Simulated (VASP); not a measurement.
# TiN (Fm-3m) in VASP: a series of runs, part 2 of 2

VASP 6.6.1. The steps go on from the part before.

## (3) Optical spectrum, LDA

INCAR reads:

```
ALGO = Normal ; CSHIFT = 0.1
EDIFF = 1E-7 ; ENCUT = 520
GGA = CA ; ISIF = 2
ISMEAR = 0 ; LASPH = True
LCHARG = False ; LOPTICS = True
LREAL = False ; LWAVE = False
NBANDS = 32 ; NEDOS = 2000
NELM = 80 ; PREC = Accurate
SIGMA = 0.02
```

KPOINTS reads:

```
k-points
0
Gamma
  18 18 18
```

POSCAR reads:

```
TiN                                     
1.0
    0.0000000000      2.0881626827      2.0881626827
    2.0881626827      0.0000000000      2.0881626827
    2.0881626827      2.0881626827      0.0000000000
  Ti              N             
     1     1
Direct
     0.0000000000000000    0.0000000000000000    0.0000000000000000
     0.5000000000000000    0.5000000000000000    0.5000000000000000
```

Potentials or basis: VASP PAW LDA potentials, release 64 (Ti_sv, N).

Command:

```bash
cat potpaw_LDA.64/Ti_sv/POTCAR potpaw_LDA.64/N/POTCAR > POTCAR
mpirun -np 1 vasp_std > vasp.out
```

OUTCAR:

```text
EDIFF = 1E-7
   ENCUT = 520
   GGA = CA
   ISIF = 2
   ISMEAR = 0
   LASPH = True
   LREAL = False
   NELM = 80
   PREC = Accurate

 ion  position               nearest neighbor table
   1  0.000  0.000  0.000-   2 2.09   2 2.09   2 2.09   2 2.09   2 2.09   2 2.09
   2  0.500  0.500  0.500-   1 2.09   1 2.09   1 2.09   1 2.09   1 2.09   1 2.09

  LATTYP: Found a face centered cubic cell.
 ALAT       =     4.1763253654

  Lattice vectors:

 A1 = (   0.0000000000,   2.0881626827,   2.0881626827)
 A2 = (   2.0881626827,   0.0000000000,   2.0881626827)
 A3 = (   2.0881626827,   2.0881626827,   0.0000000000)

Analysis of symmetry for initial positions (statically):
=====================================================================
 Subroutine PRICEL returns:
 Original cell was already a primitive cell.

 Routine SETGRP: Setting up the symmetry group for a
 face centered cubic supercell.

 Subroutine GETGRP returns: Found 48 space group operations
 (whereof 48 operations were pure point group operations)
 out of a pool of 48 trial point group operations.

The static configuration has the point symmetry O_h .

Analysis of symmetry for dynamics (positions and initial velocities):
=====================================================================
 Subroutine PRICEL returns:
 Original cell was already a primitive cell.

 Routine SETGRP: Setting up the symmetry group for a
 face centered cubic supercell.

 Subroutine GETGRP returns: Found 48 space group operations
 (whereof 48 operations were pure point group operations)
 out of a pool of 48 trial point group operations.

The dynamic configuration has the point symmetry O_h .

 Subroutine INISYM returns: Found 48 space group operations
 (whereof 48 operations are pure point group operations),
 and found     1 'primitive' translations

----------------------------------------------------------------------------------------

                                     Primitive cell

  volume of cell :      18.2105

  direct lattice vectors                    reciprocal lattice vectors
     0.000000000  2.088162683  2.088162683    -0.239444946  0.239444946  0.239444946
[... 130 lines left out ...]
  ext. energy  EPLUGINS =         0.00000000
  ---------------------------------------------------
  free energy    TOTEN  =       -21.67203342 eV

  energy without entropy =      -21.67189656  energy(sigma->0) =      -21.67196499

 E-fermi :  11.8074     XC(G=0): -13.6287

 val. band max:       11.7784549581   @ k =   0.5000   0.2222   0.0000
 cond. band min:      11.8206259533   @ k =   0.1111   0.0556   0.0000
 fundamental gap:      0.0421709951
 Fermi energy:        11.8073834386

 k-point     1 :       0.0000    0.0000    0.0000
  band No.  band energies     occupation
      1     -45.2573      2.00000
      2     -21.5756      2.00000
      3     -21.5756      2.00000
      4     -21.5756      2.00000
      5      -5.2933      2.00000
      6       9.7634      2.00000
[... 541 lines left out ...]
     19      35.0578      0.00000
     20      37.4621      0.00000

 [... further k-points ...]

 [bands above 20 left out]

------------------------ aborting loop because EDIFF is reached ----------------------------------------

  FORCE on cell =-STRESS in cart. coord.  units (eV):
  Direction    XX          YY          ZZ          XY          YZ          ZX
  --------------------------------------------------------------------------------------
  -------------------------------------------------------------------------------------
  Total       -0.0063030     -0.0063030     -0.0063030     -0.0000000      0.0000000      0.0000000
  in kB       -0.5545443     -0.5545443     -0.5545443     -0.0000000      0.0000000      0.0000000
  external PRESSURE =      -0.5545443 kB  Pullay stress =       0.0000000 kB

 VOLUME and BASIS-vectors are now :
 -----------------------------------------------------------------------------
  energy-cutoff  :      520.00
  volume of cell :       18.21
      direct lattice vectors                 reciprocal lattice vectors
     0.000000000  2.088162683  2.088162683    -0.239444946  0.239444946  0.239444946
     2.088162683  0.000000000  2.088162683     0.239444946 -0.239444946  0.239444946
     2.088162683  2.088162683  0.000000000     0.239444946  0.239444946 -0.239444946

 POSITION                                       TOTAL-FORCE (eV/Angst)
 -----------------------------------------------------------------------------------
      0.00000      0.00000      0.00000        -0.000000     -0.000000     -0.000000
      2.08816      2.08816      2.08816         0.000000      0.000000      0.000000
 -----------------------------------------------------------------------------------
    total drift:                                0.000000     -0.000000     -0.000000

  FREE ENERGIE OF THE ION-ELECTRON SYSTEM (eV)
  ---------------------------------------------------
  free  energy   TOTEN  =       -21.6720334240 eV

  energy  without entropy=      -21.6718965589  energy(sigma->0) =      -21.67196499

 electrical conductivity sigma (Mega S m-1) (frequency dependency in vasprun.xml)
  --------------------------------------------------------------------------------------
       0.123      -0.000      -0.000
      -0.000       0.123       0.000
      -0.000       0.000       0.123

  frequency dependent IMAGINARY DIELECTRIC FUNCTION (independent particle, no local field effects) density-density
     E(ev)      X         Y         Z        XY        YZ        ZX
  --------------------------------------------------------------------------------------------------------------
     0.00000     0.00000     0.00000     0.00000     0.00000     0.00000     0.00000
     1.35768     4.42691     4.42691     4.42691    -0.00000    -0.00000     0.00000
     2.71536     2.88141     2.88141     2.88141    -0.00000    -0.00000     0.00000
     4.07304     5.34873     5.34873     5.34873    -0.00000    -0.00000     0.00000
     5.43072     9.11185     9.11185     9.11185     0.00000     0.00000    -0.00000
     6.78840    10.36184    10.36184    10.36184    -0.00000     0.00000    -0.00000
[... 92 lines left out ...]
   133.05265     0.00008     0.00008     0.00008    -0.00000    -0.00000     0.00000
   134.41034     0.00008     0.00008     0.00008    -0.00000    -0.00000     0.00000

  frequency dependent      REAL DIELECTRIC FUNCTION (independent particle, no local field effects) density-density
     E(ev)        X           Y           Z          XY          YZ          ZX
  --------------------------------------------------------------------------------------------------------------
     0.00000    44.82317    44.82317    44.82317     0.00000     0.00000    -0.00000
     1.35768     3.25075     3.25075     3.25075    -0.00000    -0.00000     0.00000
     2.71536     8.71722     8.71722     8.71722    -0.00000    -0.00000     0.00000
     4.07304     8.83335     8.83335     8.83335    -0.00000     0.00000    -0.00000
     5.43072     5.83568     5.83568     5.83568    -0.00000    -0.00000    -0.00000
     6.78840     1.67487     1.67487     1.67487    -0.00000    -0.00000     0.00000
[... 92 lines left out ...]
   133.05265     0.94827     0.94827     0.94827    -0.00000     0.00000    -0.00000
   134.41034     0.94938     0.94938     0.94938    -0.00000     0.00000    -0.00000

  frequency dependent IMAGINARY DIELECTRIC FUNCTION (independent particle, no local field effects) current-current
     E(ev)      X         Y         Z        XY        YZ        ZX
  --------------------------------------------------------------------------------------------------------------
     0.00000   127.30957   127.30957   127.30957     0.00000     0.00000     0.00000
     1.35768     4.74067     4.74067     4.74067    -0.00000    -0.00000    -0.00000
     2.71536     3.44729     3.44729     3.44729     0.00000     0.00000     0.00000
     4.07304     5.73071     5.73071     5.73071    -0.00000    -0.00000    -0.00000
     5.43072     9.29168     9.29168     9.29168     0.00000     0.00000    -0.00000
     6.78840    10.37715    10.37715    10.37715     0.00000    -0.00000    -0.00000
[... 92 lines left out ...]
   133.05265     0.00001     0.00001     0.00001    -0.00000    -0.00000     0.00000
   134.41034     0.00001     0.00001     0.00001    -0.00000    -0.00000     0.00000

  frequency dependent      REAL DIELECTRIC FUNCTION (independent particle, no local field effects) current-current
     E(ev)        X           Y           Z          XY          YZ          ZX
  --------------------------------------------------------------------------------------------------------------
     0.00000    31.02313    31.02313    31.02313     0.00000     0.00000    -0.00000
     1.35768     2.84110     2.84110     2.84110    -0.00000    -0.00000     0.00000
     2.71536     8.56121     8.56121     8.56121     0.00000    -0.00000    -0.00000
     4.07304     8.60065     8.60065     8.60065    -0.00000     0.00000    -0.00000
     5.43072     5.51735     5.51735     5.51735    -0.00000    -0.00000    -0.00000
     6.78840     1.38012     1.38012     1.38012     0.00000     0.00000     0.00000
[... 92 lines left out ...]
   133.05265     0.94830     0.94830     0.94830     0.00000     0.00000     0.00000
   134.41034     0.94941     0.94941     0.94941     0.00000     0.00000     0.00000
```

Wall time 99 s (1 thread of AMD EPYC 7R13 (Zen 3), shared host); peak memory 0.27 GiB.

What came out:

* Free energy: -21.6720 eV
* Pressure: -0.1 GPa
* Band gap on the k mesh: none (metal or under the smearing width)

Dielectric function (mean over the directions given):
```
energy (eV)  real part  imaginary part
       0.27      40.32           35.59
       0.75      -2.55           12.54
       1.22       4.18            6.33
       1.76       6.46            1.74
       2.24       8.15            2.03
       2.78       8.97            2.65
       3.26      10.58            4.62
       3.80       8.44            6.35
       4.28       8.75            7.01
       4.75       8.06            7.39
       5.29       6.25            9.96
       5.77       5.59            9.79
       6.31       3.93            8.92
       6.79       1.67           10.36
       7.33      -0.02            7.77
       7.81       1.64            6.79
       8.28      -1.50            6.90
       8.82      -0.12            6.60
       9.30      -2.11            5.75
       9.84      -1.47            4.73
      10.32      -2.58            3.46
      10.86      -2.05            2.40
      11.34      -1.40            1.56
      11.88      -0.50            0.90
      12.35       0.41            0.94
      12.83       0.80            1.44
      13.37       0.96            1.99
      13.85       0.41            2.31
      14.39       0.13            2.14
      14.87       0.05            1.63
      15.41       0.06            1.56
      15.88       0.44            1.32
      16.36       0.49            1.22
      16.90       1.12            1.60
      17.38       0.86            1.81
      17.92       0.77            2.09
      18.40      -0.01            1.94
      18.94       0.47            1.57
      19.41       0.35            1.76
      19.96       0.06            1.79
```

Caveat: independent-particle spectra lack excitons; the intraband (Drude) part of a metal's response may be missing.
